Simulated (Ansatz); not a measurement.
An Ansatz input:

```yaml
crystal:
  lattice:
    - [-1.5746842669, 1.6157047175, 2.4555600611]
    - [1.6157047175, -1.5746842669, 2.4555600611]
    - [1.5239798473, 1.5239798473, -2.4286054943]
  atoms:
    - { symbol: In, position: [0.0, 0.0, 0.0] }
hamiltonian:
  xc: r2scan
  pseudopotentials:
    kind: paw
    azcp:
      In: "pseudopotentials/In.paw.azcp"
basis:
  ecutwfc: 500
  fft_grid_basis: typed
kpoints:
  mp_grid: { grid: [19, 19, 23], shift: [0, 0, 0] }
magnetization:
  spin_polarized: false
scf:
  occupations: { method: fermi_dirac, width: 0.1 }
output:
  stress: true
```

and its output:

```
Engine: ansatz 0.2.0, x86_64-unknown-linux-gnu
Pseudopotentials: kind: paw
Pseudopotential: In, paw, valence charge 13, recommended cutoff 500 eV (meta_gga) 
Functional definition: r2SCAN
  parameter k0 = 0.174
  parameter k1 = 0.065
  parameter a1 = 4.9479
  exchange = r2scan_x(k0 = k0, k1 = k1, a1 = a1)
  correlation = r2scan_c
Crystal: 1 atoms, lattice volume = 24.196 Å³
Basis set: ecut = 500 eV, 605 PW (Γ), exchange–correlation on 100×100×96 points (64 copies of the dense FFT grid, shifted against one another)
Bands: 11, of which v1, the nominal top of the filled ones, is band 7 counted from 1 (6 counted from 0)
Symmetry: 4 space group operations
Space group: C2/m (ITA 12), of the structure as read, at distance tolerance 2.9e-5 Å
k-points: 2190 of 8303
Non-local potential: In, projectors of the file, l = 0: 2, l = 1: 2, l = 2: 2, l = 3: 2
PAW form: soft (Blöchl's): semilocal exchange-correlation on the pseudo side does not see the compensation charge
PAW frozen core: In, regenerated for the run's functional (the file was generated under x = pbe(κ = 0.804, μ = 0.2195149727645171), c = pbe(β = 0.06672455060314922))
PAW one-centre angular grid: In, 590 points (default); XC on 289 of its mesh's 2783 points in the sphere
Initial density: superposition of atomic densities (neutral atoms: chi_scale 0, normalization atom), corrected by the library's trained network
Initial wavefunctions: pseudopotential atomic-orbital guess
Functional: x = r2scan, c = r2scan; τ floored in thin density (d = 2e-4 eV/Å³)
SCF iter   1: F=—  HF=-5611.793047 eV  |F-HF|=—  |Δ(HF+E_count)|=         —  Δρ=8.13e-3  dr2=8.59e-3  dr2_τ=1.90e-3  ethr=1.77e-3  ⟨swp⟩=5.0  Hψ=147017  notcnv=0
SCF iter   2: F=—  HF=-5611.799185 eV  |F-HF|=—  |Δ(HF+E_count)|=   6.14e-3  Δρ=3.61e-3  dr2=1.72e-3  dr2_τ=6.87e-5  ethr=6.61e-5  ⟨swp⟩=3.0  Hψ=64599  notcnv=0  defer=482
SCF iter   3: F=—  HF=-5611.799092 eV  |F-HF|=—  |Δ(HF+E_count)|=   9.32e-5  Δρ=3.80e-4  dr2=1.87e-5  dr2_τ=8.14e-7  ethr=1.32e-5  ⟨swp⟩=2.6  Hψ=36870  notcnv=0  defer=482
SCF iter   4: F=—  HF=-5611.799109 eV  |F-HF|=—  |Δ(HF+E_count)|=   1.72e-5  Δρ=6.42e-5  dr2=8.45e-7  dr2_τ=4.47e-8  ethr=1.44e-7  ⟨swp⟩=2.4  Hψ=32078  notcnv=0  defer=482
iter 5 did not close the SCF: its close was put off for the readings that it lacked (scf_convergence_deferred on its scf_iter line)
SCF iter   5: F=-5611.799110 eV  HF=-5611.799110 eV  |F-HF|=8.31e-8  |Δ(HF+E_count)|=   8.05e-7  Δρ=1.88e-5  dr2=5.53e-8  dr2_τ=2.77e-9  ethr=6.50e-9  ⟨swp⟩=2.2  Hψ=36753  notcnv=0  defer=482
SCF iter   6: F=-5611.799110 eV  HF=-5611.799110 eV  |F-HF|=4.57e-9  |Δ(HF+E_count)|=   1.00e-7  Δρ=3.68e-6  dr2=3.90e-9  dr2_τ=3.03e-11  ethr=4.26e-10  ⟨swp⟩=2.8  Hψ=88397  notcnv=0
SCF 1 converged in 6 iterations: F = -5611.799110 eV  dr2 = 3.90e-9
SCF converged after 6 iterations
Free energy (F): -5611.799110 eV
Harris-Foulkes:  -5611.799110 eV  (|F-HF|=4.57e-9)
Internal energy: -5611.786073 eV  (E = F + TS)
E sigma→0 (E₀):  -5611.792592 eV
Entropy (-TS):   -0.013037 eV (-13.037 meV/atom)
Fermi energy:    11.398990 eV
--- Per-component energies (eV) ---
  E_band       = -17.374314
  E_kinetic    = 242.356880
  E_local      = -1029.499773  (includes V_loc(G=0)·N_el)
  E_nonlocal   = 366.645516
  E_hartree    = 406.126431
  E_xc         = -202.003723
  E_vxc        = -108.313342  (∫ρ·V_xc dr)
  E_paw        = -4181.689390  (= ΣΔE_a)
  E_vpaw       = -308.470310  (= ΣTr[D̂ρ^β])
  E_aug_tail   = 0.000008  (compensation charges beyond the density's cutoff)
  E_vtau       = 7.655309  (kinetic-family band-sum trace: ∫τ·v_τ [+ j·A + Jᵃ·Aᵃ] dr)
  E_ewald      = -1214.687568
  E_core_change = 0.965546  (= ΣΔE_core)
  E_smearing   = -0.013037  (= −TS)
  E_closure    = -0.000000  (closes the sum)
  Σ components = -5611.799110   (vs F -5611.799110, Δ=0.00e0)
--- Stress (GPa, compression-positive) ---
        4.355514       0.307608      -0.122790
        0.307608       4.355514      -0.122790
       -0.122790      -0.122790       4.273407
  P = ⅓ Tr σ = 4.3281 GPa (43.281 kbar)
```
